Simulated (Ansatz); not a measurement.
**Band table of B (beta tin type)**

```yaml
crystal:
  lattice:
    - [-1.50559, 1.50559, 0.70489]
    - [1.50559, -1.50559, 0.70489]
    - [1.50559, 1.50559, -0.70489]
  atoms:
    - { symbol: B, position: [0.62500, 0.87500, 0.75000] }
    - { symbol: B, position: [0.37500, 0.12500, 0.25000] }
```

The cell comes from a relaxation on PAW files under the same functional, begun from a prototype that needn't be the stable phase.

All numbers are PBE results (scalar-relativistic) from Ansatz 0.2.0, with a Γ-centred 21×21×21 k mesh, Fermi–Dirac smearing of 0.05 eV, no spin polarisation. Methods: LAPW: all electrons, basis error target 1 meV/atom.

This run: volume at 0.4 of the series' base cell.

Path points, in fractions of the reciprocal vectors: Γ (0.000, 0.000, 0.000), X (0.000, 0.000, 0.500), M (-0.500, 0.500, 0.500), Z (0.305, 0.305, -0.305), Z0 (-0.305, 0.695, 0.305), P (0.250, 0.250, 0.250). The distance column jumps between branches of the path. Levels in eV from the Fermi level; bands 3 to 7, counted from the lowest band of the run. The gap is zero, the pressure 589.5 GPa.

```
# k(1/Å) point b3 b4 b5 b6 b7
0.000 Γ -25.78 -6.40 -6.40 6.02 11.20
0.369 - -25.44 -8.76 -5.90 8.33 12.42
0.738 - -24.38 -12.91 -4.42 10.38 11.03
1.107 - -22.60 -16.82 -1.94 5.85 11.73
1.475 X -20.08 -20.08 1.49 1.49 13.35
1.844 - -19.81 -19.81 -0.65 -0.65 16.10
2.213 - -19.05 -19.05 -4.32 -4.32 21.28
2.582 - -18.05 -18.05 -7.35 -7.35 25.76
2.951 M -17.51 -17.51 -8.60 -8.60 27.62
3.473 - -19.88 -16.55 -8.35 -4.60 23.53
3.994 - -23.04 -13.75 -7.67 3.35 17.50
4.516 - -25.09 -9.50 -6.82 11.15 12.93
5.038 Γ -25.78 -6.40 -6.40 6.02 11.20
5.717 - -24.62 -4.78 -4.78 7.77 8.33
6.396 - -21.19 -0.17 -0.17 2.73 13.03
7.075 - -15.89 -2.14 2.02 2.02 7.59
7.754 Z -10.25 -6.54 -6.54 -5.39 5.43
10.058 Z0 -10.25 -6.54 -6.54 -5.39 5.43
10.493 - -11.27 -11.27 -8.39 -6.79 8.14
10.928 - -14.72 -14.72 -8.16 -7.78 14.26
11.363 - -16.81 -16.81 -8.45 -8.39 22.51
11.798 M -17.51 -17.51 -8.60 -8.60 27.62
13.274 X -20.08 -20.08 1.49 1.49 13.35
13.831 - -19.21 -19.21 2.54 2.54 12.30
14.388 - -16.71 -16.71 5.19 5.19 9.13
14.945 - -13.06 -13.06 2.51 2.51 11.40
15.502 P -10.57 -10.57 -0.60 -0.60 14.97
```
